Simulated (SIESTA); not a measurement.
Crystal: TiSi.

```
Ti Si
1.0
     1.81618   -2.11762    0.00000
     1.81618    2.11762    0.00000
     0.00000    0.00000    3.80393
Ti Si
1 1
Direct
  0.50000 0.50000 0.00000
  0.00000 0.00000 0.50000
```

The cell comes from a database or a generator and needn't be the stable form of this composition.

- Program: SIESTA 5.4.2
- Task: single point
- Functional: PBEsol
- Potentials or basis: PseudoDojo 0.4 standard (PBEsol files)
- Basis: DZP (energy shift 0.003 Ry; two zetas on semicore shells)
- Grid cutoff: 800 Ry
- Energy shift: 0.003 Ry
- k mesh: 10 × 10 × 7
- Occupations: fermi-dirac, width 0.05 eV
- Spin: no spin polarisation

On this cell: pressure -3.8 GPa; largest force under 0.003 eV/Å; band gap on the k mesh none (metal or under the smearing width).

The same run follows on a disturbed copy (atoms moved at random, drawn with an rms of 0.05 Å):

```
Ti Si
1.0
     1.81618   -2.11762    0.00000
     1.81618    2.11762    0.00000
     0.00000    0.00000    3.80393
Ti Si
1 1
Direct
  0.49956 0.50879 0.99349
  0.00715 0.00415 0.48948
```

What does the disturbed cell give?

The energy (extrapolated to zero smearing) moves by +0.7 meV/atom; pressure -3.7 GPa; largest force 0.140 eV/Å; band gap on the k mesh none (metal or under the smearing width).

Forces on the atoms (eV/Å):
```
Ti   0.034 -0.028 -0.133
Si  -0.034  0.028  0.132
```

Stress tensor (GPa, compression positive):
```
-4.33  0.01 -0.01
 0.01 -4.02  0.04
-0.01  0.04 -2.89
```

Caveats: the basis of atomic orbitals isn't converged, which shifts pressures, moduli and gaps.
